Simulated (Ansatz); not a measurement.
## Chromium (diamond) across density functionals

All rows: Ansatz, plane waves with scalar-relativistic PAW, 420 eV (500 eV for the SCAN forms), relaxed under each functional, no dispersion correction, no zero-point motion. B₀ comes from uniform scaling at fixed shape; a dash is a value not given.

| functional | V (Å³/atom) | cell | B₀ (GPa) | magnetic state | ΔE to bcc (meV/atom) |
| --- | --- | --- | --- | --- | --- |
| PBE | 19.65 | a = 5.397 Å | 36 | antiferromagnetic, largest moment 2.60 μB in the atomic sphere | 1939 |
| m-r²SCAN | 16.53 | a = 5.095 Å | - | antiferromagnetic, largest moment 1.35 μB in the atomic sphere | 2338 |
| PBEsol | 17.54 | a = 5.196 Å | 52 | antiferromagnetic, largest moment 2.16 μB in the atomic sphere | 2147 |
| LDA | 15.73 | a = 5.011 Å | - | antiferromagnetic, largest moment 1.45 μB in the atomic sphere | 2208 |
| revPBE | 21.39 | a = 5.552 Å | 27 | antiferromagnetic, largest moment 2.90 μB in the atomic sphere | 1831 |
| RPBE | 22.09 | a = 5.612 Å | 24 | antiferromagnetic, largest moment 3.00 μB in the atomic sphere | 1789 |
| BLYP | 20.64 | a = 5.487 Å | 32 | antiferromagnetic, largest moment 2.63 μB in the atomic sphere | 1512 |

**Question.** What does r²SCAN give?

**Answer.** V (Å³/atom): 22.95; cell: a = 5.684 Å; B₀ (GPa): 23; magnetic state: antiferromagnetic, largest moment 3.40 μB in the atomic sphere; ΔE to bcc (meV/atom): 1782.

Real chromium orders in an incommensurate spin-density wave, which this two-atom cell only mimics.

m-r²SCAN is r²SCAN on the gauge-invariant kinetic-energy density; without spin polarisation the two are equal.
